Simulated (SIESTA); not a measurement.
## HfC: equation of state with LDA

The system is HfC.

```
Hf C
1.0
     3.34287    0.00000    0.00000
    -1.67143    2.89501    0.00000
     0.00000    0.00000    5.20271
Hf C
2 2
Direct
  0.33333 0.66667 0.25000
  0.66667 0.33333 0.75000
  0.00000 0.00000 0.50000
  0.00000 0.00000 0.00000
```

The cell comes from a database or a generator and needn't be the stable form of this composition.

```yaml
Program: SIESTA 5.4.2
Task: equation of state
Functional: LDA
Potentials_or_basis: PseudoDojo 0.4 standard (LDA files)
Basis: DZP (energy shift 0.003 Ry; two zetas on semicore shells)
Grid_cutoff: 800 Ry
Energy_shift: 0.003 Ry
k_mesh: 9 × 9 × 5
Occupations: fermi-dirac, width 0.05 eV
Spin: no spin polarisation
```

```yaml
Equilibrium_volume: 12.02 Å³/atom
Bulk_modulus_at_fixed_shape_and_positions: 266 GPa
Pressure_derivative_of_the_bulk_modulus: 4.2
```

Energy against volume, from the lowest point:
```
volume (Å³/atom)  energy (meV/atom)
          11.832               2.18
          12.084               0.00
          12.336               6.31
          12.587              20.27
          12.839              41.10
          13.091              68.08
          13.343             100.61
```

All runs of the series together: 14 min on 1 thread of Arm Neoverse V2, with other jobs on the host.

Caveat: short orbitals over semicore shells can move pressures by several GPa; the cell was scaled at fixed shape and fractional positions, which overstates the stiffness of a crystal with free parameters, most of all of layers and chains; the basis of atomic orbitals isn't converged, which shifts pressures, moduli and gaps. Spin-orbit coupling is left out, which matters for the levels of Hf.
